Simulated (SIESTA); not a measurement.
Crystal: MoS2.

```
Mo S
1.0
     1.58550    0.91539    6.11500
    -1.58550    0.91539    6.11500
     0.00000   -1.83078    6.11500
Mo S
1 2
Direct
  0.00000 0.00000 0.00000
  0.25000 0.25000 0.25000
  0.75000 0.75000 0.75000
```

Measurements of this composition are mostly on another form, of space group No. 194.

Base run:

* Program: SIESTA 5.4.2
* Functional: PBEsol
* Potentials or basis: PseudoDojo 0.4 standard (PBEsol files)
* Basis: DZP (energy shift 0.003 Ry; two zetas on semicore shells)
* Grid cutoff: 800 Ry
* Energy shift: 0.003 Ry
* k mesh: 8 × 8 × 8
* Occupations: fermi-dirac, width 0.05 eV
* Spin: no spin polarisation
* Hubbard terms: Mo d U = 2 eV

Its results: band gap on the k mesh none (metal or under the smearing width); pressure 5.0 GPa; largest force 1.006 eV/Å.

Problem. The run is repeated on the same cell with these changes: hubbard terms from Mo d U = 2 eV to none. What comes out?

Solution. Band gap on the k mesh none (metal or under the smearing width); pressure 6.0 GPa; largest force 1.136 eV/Å.

Caveats: the cell's inner coordinates are idealised or old, which leaves forces on the atoms; the basis of atomic orbitals isn't converged, which shifts pressures, moduli and gaps; U without spin polarisation on a metal has little footing (some runs).
